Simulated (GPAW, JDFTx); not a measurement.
This is a calculation of MnO for JDFTx 1.7.0 (patched build). The cell is a database's computed one, not the measured one.

The input MnO.in:

```
include MnO.lattice
coords-type Lattice
include MnO.ionpos

ion-species pseudo/Mn.upf
ion-species pseudo/O.upf
elec-cutoff 48 384
elec-ex-corr gga-PBEsol
kpoint-folding 10 10 10
elec-smearing Gauss 0.0018374661
elec-n-bands 19
spintype z-spin
initial-magnetic-moments Mn 4
elec-initial-magnetization 4 no
electronic-SCF nIterations 100 energyDiffThreshold 1e-09
electronic-minimize nIterations 30 energyDiffThreshold 1e-7
converge-empty-states yes
forces-output-coords Cartesian

dump-name run.$VAR
dump End Ecomponents EigStats BandEigs Kpoints Forces Stress
```

Contents of MnO.lattice:

```
lattice \
    0.0000000000     4.2025764847     4.2025764847 \
    4.2025764847     0.0000000000     4.2025764847 \
    4.2025764847     4.2025764847     0.0000000000
```

The input MnO.ionpos:

```
ion Mn     0.0000000000     0.0000000000     0.0000000000 1
ion O      0.5000000000     0.5000000000     0.5000000000 1
```

Potentials or basis: PseudoDojo-SR-PBEsol-0.4.1-standard with smoothed tails.

Command:

```bash
$ jdftx -c 1 -i MnO.in -o MnO.out
```

Set up the same calculation for GPAW 26.7.0 (ASE script). Potentials or basis there: PAW data sets generated for this functional, cutoff 800 eV.

As run (cutoffs and basis follow the program's own potentials, and thresholds, step limits or extra output files can differ):

run.py

```python
from ase.dft.bandgap import bandgap
from ase.io import read, write
from ase.units import GPa
from gpaw import GPAW, PW, setup_paths

setup_paths.insert(0, '.')

atoms = read('POSCAR')
atoms.set_initial_magnetic_moments([4.0, 0.0])

calc = GPAW(mode=PW(800),
            xc='PBEsol',
            kpts={'size': (10, 10, 10), 'gamma': True},
            occupations={'name': 'methfessel-paxton', 'order': 0, 'width': 0.1},
            nbands=21,
            convergence={'density': 1e-05, 'energy': 1e-05},
            maxiter=150,
            txt='gpaw.txt')
atoms.calc = calc
energy = atoms.get_potential_energy()
forces = atoms.get_forces()
stress = atoms.get_stress()
calc.write('gs.gpw')
write('result.traj', atoms)
print(f'Energy: {energy:.6f} eV')
print('Forces (eV/A):')
print(forces.round(4))
print('Stress (GPa):', (stress / GPa).round(3))
print('Moments:', calc.get_magnetic_moments().round(3))
print('Fermi level:', round(calc.get_fermi_level(), 4), 'eV')
print(f'Gap: {bandgap(calc)[0]:.4f} eV, direct: {bandgap(calc, direct=True)[0]:.4f} eV')
```

The input POSCAR:

```
MnO
1.0
    0.0000000000      2.2239077028      2.2239077028
    2.2239077028      0.0000000000      2.2239077028
    2.2239077028      2.2239077028      0.0000000000
Mn O
1 1
Direct
    0.0000000000      0.0000000000      0.0000000000
    0.5000000000      0.5000000000      0.5000000000
```

Potentials or basis: PAW data sets generated in the run's folder for this functional, pw.

The run is started by

```console
$ gpaw-setup -f PBEsol Mn O
$ OMP_NUM_THREADS=1 python run.py
```

Both were run:

|  | JDFTx | GPAW |
| --- | --- | --- |
| Pressure | -6.8 GPa | -5.8 GPa |
| Net moment | 4.80 μB per cell | 4.72 μB per cell |

The magnetic state is the one that the start led to; the real crystal's order can differ.

Pressure is positive in compression.
